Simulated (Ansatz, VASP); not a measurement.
HfB2: VASP beside Ansatz

INCAR

```
SYSTEM = HfB2
  PREC = Accurate
  ENCUT = 520
  EDIFF = 1E-6
  ISMEAR = -1
  SIGMA = 0.05
  LREAL = .False.
  LASPH = .True.
  NELM = 60
  ALGO = Normal
  ISIF = 2
  LWAVE = .False.
  LCHARG = .True.
  GGA = PE
  LELF = .True.
  LVHAR = .True.
  NBANDS = 15
```

KPOINTS

```
regular mesh
0
Gamma
  10 10 8
  0 0 0
```

Contents of POSCAR:

```
HfB2
1.0
    3.1189255395      0.0000000000      0.0000000000
   -1.5594627698      2.7010687497      0.0000000000
    0.0000000000      0.0000000000      3.4566435916
Hf B
1 2
Direct
    0.0000000000      0.0000000000      0.0000000000
    0.6666666667      0.3333333333      0.5000000000
    0.3333333333      0.6666666667      0.5000000000
```

File input.yaml:

```yaml
crystal:
  lattice:
    - [3.1189255395, 0.0, 0.0]
    - [-1.5594627698, 2.7010687497, 0.0]
    - [0.0, 0.0, 3.4566435916]
  atoms:
    - { symbol: Hf, position: [0.0, 0.0, 0.0] }
    - { symbol: B, position: [0.6666666667, 0.3333333333, 0.5] }
    - { symbol: B, position: [0.3333333333, 0.6666666667, 0.5] }
hamiltonian:
  xc: pbe
  pseudopotentials: { kind: paw, azcp: { folder: soft_1 } }
kpoints:
  mp_grid: { grid: [10, 10, 8] }
scf:
  occupations: { method: fermi_dirac, width: 0.05 }
output:
  forces: true
  stress: true
  eigenvalues: true
  write_density: true
  write_potential: true
  elf: true
  volumetric_format: npy
```

Alike in both runs: task single point; functional PBE; k mesh 10 × 10 × 8; occupations fermi-dirac, width 0.05 eV; no spin polarisation.

|  | VASP | Ansatz |
| --- | --- | --- |
| version | VASP 6.6.1 | Ansatz 0.2.0 |
| potentials or method | VASP PAW PBE potentials, release 64 (Hf_pv, B) | Ansatz PAW soft_1 |
| plane-wave cutoff (eV) | 520 | 420 |
| valence electrons in the cell | 16 | 32 |

Ansatz gave:

```
gap on the k mesh at the Fermi level (eV)       : none
pressure (GPa)                                  : 6.7
largest component of the traceless stress (GPa) : 0.08
```

Problem. What did VASP give for the same quantities?

Solution. gap on the k mesh at the Fermi level (eV): none; pressure (GPa): 6.4; largest component of the traceless stress (GPa): 0.14.

A gap of «none» marks a metal or a gap that the smearing closes. The two sets of potentials don't hold the same shells in valence.

The runs have no spin-orbit coupling, so splittings on Hf are missing.
